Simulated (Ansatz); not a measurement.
# Hf (bcc type): the cost of one run

Method: DFT PBE, with the methods named in each step, in Ansatz 0.2.0.

This is Hf in the bcc structure; at room conditions it is hcp.

## (1) The starting structure

The structure is cubic, space group Im-3m (No. 229). The conventional cell has a = 3.548 Å, b = 3.548 Å, c = 3.548 Å, α = 90.00°, β = 90.00°, γ = 90.00°. Around Hf (site symmetry m-3m) lie 8 Hf at 3.07 Å.

Structure file:

```
Hf
1.0
    -1.77404    1.77404    1.77404
     1.77404   -1.77404    1.77404
     1.77404    1.77404   -1.77404
Hf
1
Direct
  0.00000 0.00000 0.00000
```

Whether this phase is the stable one at these pressures isn't tested.

## (2) The reference volume, LAPW

The input, input.yaml:

```yaml
crystal:
  lattice:
    - [-1.774041162, 1.774041162, 1.774041162]
    - [1.774041162, -1.774041162, 1.774041162]
    - [1.774041162, 1.774041162, -1.774041162]
  atoms:
    - { symbol: Hf, position: [0.0, 0.0, 0.0] }
kpoints:
  mp_grid: { grid: [17, 17, 17] }
  band_path:
    path:
      - [0.0, 0.0, 0.0]
      - [0.5, -0.5, 0.5]
      - [0.0, 0.0, 0.5]
      - [0.0, 0.0, 0.0]
      - [0.25, 0.25, 0.25]
      - [0.5, -0.5, 0.5]
      - [0.25, 0.25, 0.25]
      - [0.0, 0.0, 0.5]
    npoints: 14
scf:
  occupations: { method: fermi_dirac, width: 0.08 }
hamiltonian:
  xc: pbe
  pseudopotentials: { kind: all_electron, lapw: { basis_error: 0.001 } }
output:
  forces: true
  stress: true
  eigenvalues: true
  populations: true
  dos: { projected: true, de: 0.2, e_range: [-14, 8] }
```

Command:

```
> ansatz run input.yaml --threads 1 --pin off --max-ram 2048MiB --backend cpu --events-out ev --progress --plain --runs-dir out
```

What time and memory should one allow on 1 thread of Arm Neoverse V1, shared host?

About 23 s, with a peak of 0.36 GiB.
